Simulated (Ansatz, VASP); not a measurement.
## InAs: VASP beside Ansatz

The input INCAR:

```
SYSTEM = InAs
PREC     = Accurate       ! precision mode
ENCUT    = 520            ! plane-wave cutoff, eV
EDIFF    = 1E-6           ! SCF threshold, eV
ISMEAR   = 0              ! smearing method
SIGMA    = 0.15           ! smearing width, eV
LREAL    = .FALSE.        ! projectors in reciprocal space
LASPH    = .TRUE.         ! aspherical terms in the spheres
NELM     = 100            ! most SCF steps
ALGO     = Fast           ! electronic algorithm
ISIF     = 2              ! what is computed and relaxed
LWAVE    = .FALSE.        ! write WAVECAR
LCHARG   = .FALSE.        ! write CHGCAR
GGA      = PE             ! functional
NBANDS   = 16             ! bands
```

Contents of KPOINTS:

```
regular mesh
0
G
  18 18 18
  0 0 0
```

The input POSCAR:

```
InAs
1.0
    0.0000000000      2.8752816624      2.8752816624
    2.8752816624      0.0000000000      2.8752816624
    2.8752816624      2.8752816624      0.0000000000
In As
1 1
Direct
    0.5000000000      0.5000000000      0.5000000000
    0.0000000000      0.0000000000      0.0000000000
```

Input for Ansatz:

```yaml
crystal:
  lattice:
    - [0.0, 2.8752816624, 2.8752816624]
    - [2.8752816624, 0.0, 2.8752816624]
    - [2.8752816624, 2.8752816624, 0.0]
  atoms:
    - { symbol: In, position: [0.5, 0.5, 0.5] }
    - { symbol: As, position: [0.0, 0.0, 0.0] }
basis:
  ecutwfc: 420
kpoints:
  mp_grid: { grid: [18, 18, 18] }
hamiltonian:
  xc: pbe
scf:
  occupations: { method: gaussian, width: 0.15 }
output:
  forces: true
  stress: true
  eigenvalues: true
```

Measurements of this composition are mostly on another form, of space group No. 216.

Alike in both runs: task single point; functional PBE; k mesh 18 × 18 × 18; occupations gaussian, width 0.15 eV; no spin polarisation.

|  | VASP | Ansatz |
| --- | --- | --- |
| version | VASP 6.6.1 | Ansatz 0.2.0 |
| potentials or method | VASP PAW PBE potentials, release 64 (In_d, As) | scalar-relativistic, plane waves, PAW |
| plane-wave cutoff (eV) | 520 | 420 |
| valence electrons in the cell | 18 | 28 |

Ansatz gave:

| Item | Value |
| --- | --- |
| gap on the k mesh at the Fermi level (eV) | none |
| pressure (GPa) | 0.0 |

Question: What did VASP give for the same quantities?

Answer: gap on the k mesh at the Fermi level (eV): none; pressure (GPa): 0.1.

A gap of «none» marks a metal or a gap that the smearing closes. With one functional, cell and mesh, what is left measures potentials, basis and numerics. The two sets of potentials don't hold the same shells in valence.
